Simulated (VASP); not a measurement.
# HfB2: equation of state with LDA

Crystal: HfB2.

```
Hf B
1.0
     3.10623    0.00000    0.00000
    -1.55311    2.69007    0.00000
     0.00000    0.00000    3.42291
Hf B
1 2
Direct
  0.00000 0.00000 0.00000
  0.66667 0.33333 0.50000
  0.33333 0.66667 0.50000
```

```json
{
  "Program": "VASP 6.6.1",
  "Task": "equation of state",
  "Functional": "LDA",
  "Potentials or basis": "VASP PAW LDA potentials, release 64 (Hf_pv, B)",
  "Cutoff": "520 eV",
  "k mesh": "8 × 8 × 8",
  "Occupations": "fermi-dirac, width 0.05 eV",
  "Spin": "no spin polarisation",
  "Ladder": "gaps",
  "Further INCAR settings": "ALGO = Normal; EDIFF = 1e-07"
}
```

```
Equilibrium volume                        : 9.54 Å³/atom
Bulk modulus at fixed shape and positions : 278 GPa
Pressure derivative of the bulk modulus   : 3.9 (rough: it moves with the points fitted)
```

Energy against volume, from the lowest point:
```csv
volume (Å³/atom),energy (meV/atom)
9.153,14.42
9.343,3.55
9.534,0.00
9.725,3.09
9.915,12.20
```

All runs of the series together: 41 s on 1 thread of Intel(R) Xeon(R) Platinum 8488C (Sapphire Rapids), with other jobs on the host.

Caveat: the cell was scaled at fixed shape and fractional positions, which overstates the stiffness of a crystal with free parameters, most of all of layers and chains. The run has no spin-orbit coupling, so splittings on Hf are missing.
